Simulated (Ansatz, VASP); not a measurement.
**CuI (Marshite) in VASP and in Ansatz**

The input INCAR:

```
PREC = Accurate
ENCUT = 600
EDIFF = 1E-6
ISMEAR = -1
SIGMA = 0.05
LREAL = False
LASPH = True
NELM = 80
ALGO = Normal
ISIF = 3
LWAVE = False
LCHARG = False
GGA = RP
IVDW = 12
IBRION = 2
NSW = 80
EDIFFG = -0.02
```

Contents of KPOINTS:

```
regular mesh
0
Gamma
  8 8 8
```

Contents of POSCAR:

```
CuI
1.0
    0.0000000000      3.0315000000      3.0315000000
    3.0315000000      0.0000000000      3.0315000000
    3.0315000000      3.0315000000      0.0000000000
I Cu
1 1
Direct
    0.0000000000      0.0000000000      0.0000000000
    0.7500000000      0.7500000000      0.7500000000
```

input.yaml

```yaml
crystal:
  lattice:
    - [0.0, 3.0315, 3.0315]
    - [3.0315, 0.0, 3.0315]
    - [3.0315, 3.0315, 0.0]
  atoms:
    - { symbol: I, position: [0.0, 0.0, 0.0] }
    - { symbol: Cu, position: [0.75, 0.75, 0.75] }
kpoints:
  mp_grid: { grid: [8, 8, 8] }
scf:
  occupations: { method: fermi_dirac, width: 0.05 }
hamiltonian:
  xc: rpbe
  dispersion: d3bj
  pseudopotentials: { kind: all_electron, lapw: { basis_error: 0.001 } }
output:
  forces: true
  stress: true
relax:
  f_tol: 0.02
  max_steps: 60
  cell: {}
```

Alike in both runs: task relaxation of cell and atoms; functional RPBE; dispersion D3(BJ); k mesh 8 × 8 × 8; occupations fermi-dirac, width 0.05 eV; no spin polarisation.

|  | VASP | Ansatz |
| --- | --- | --- |
| version | VASP 6.6.1 | Ansatz 0.2.0 |
| potentials or method | VASP PAW PBE potentials, release 64 (I, Cu) | all-electron LAPW, scalar-relativistic |
| plane-wave cutoff (eV) | 600 | see its input |

Ansatz gave:

- relaxed volume (Å³/atom): 23.64
- relaxed cell length with the largest relative difference (Å): 4.059
- energy change over the relaxation (meV/atom): -108

Which values does VASP return?

Relaxed volume (Å³/atom): 23.68; relaxed cell length with the largest relative difference (Å): 4.061; energy change over the relaxation (meV/atom): -107.

Ansatz ran all-electron here, so the differences hold the error of VASP's frozen core and of both bases.

Caveats: the volume moved by over 15 % at a fixed basis, so the end points are rough; spin-orbit coupling is left out, which moves the levels of the heavy elements; the volume moved by -15 % from the deposited cell, more than functionals usually miss; the PAW data sets were made with another functional, which shifts forces and pressure a little (VASP). RPBE gaps usually lie below the measured ones, often by a third to a half.
